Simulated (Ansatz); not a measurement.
The system is InP.

```
In P
1.0
     0.00000    2.93050    2.93050
     2.93050    0.00000    2.93050
     2.93050    2.93050    0.00000
In P
1 1
Direct
  0.00000 0.00000 0.00000
  0.75000 0.75000 0.75000
```

Program: Ansatz 0.2.0. Alike in all runs: cell as given. Hardware: 1 thread of Intel(R) Xeon(R) Processor @ 2.50GHz (Skylake/Cascade Lake), on a shared host.

Problem. Order these runs on this cell by their wall time, lowest first.
A. task single point; level PBE; potentials or basis all-electron LAPW, scalar-relativistic; spin off; k mesh 3 × 3 × 3; cutoff (eV) 212; smearing fermi-dirac 0.06 eV; basis error allowed 0.003 eV/atom; mesh quality coarse
B. task band structure; level PBEsol; potentials or basis all-electron LAPW, relativistic spinors; spin SOC, no magnetisation; k mesh 6 × 6 × 6; cutoff (eV) 245; smearing fermi-dirac 0.05 eV; basis error allowed 0.001 eV/atom; mesh quality not flagged
C. task single point; level PBE; potentials or basis all-electron LAPW, scalar-relativistic; spin off; k mesh 8 × 8 × 8; cutoff (eV) 245; smearing gaussian 0.013 eV; basis error allowed 0.001 eV/atom; mesh quality not flagged

Solution. A (4.8 s), C (19 s), B (110 s).

Caveats: some runs use coarse meshes.
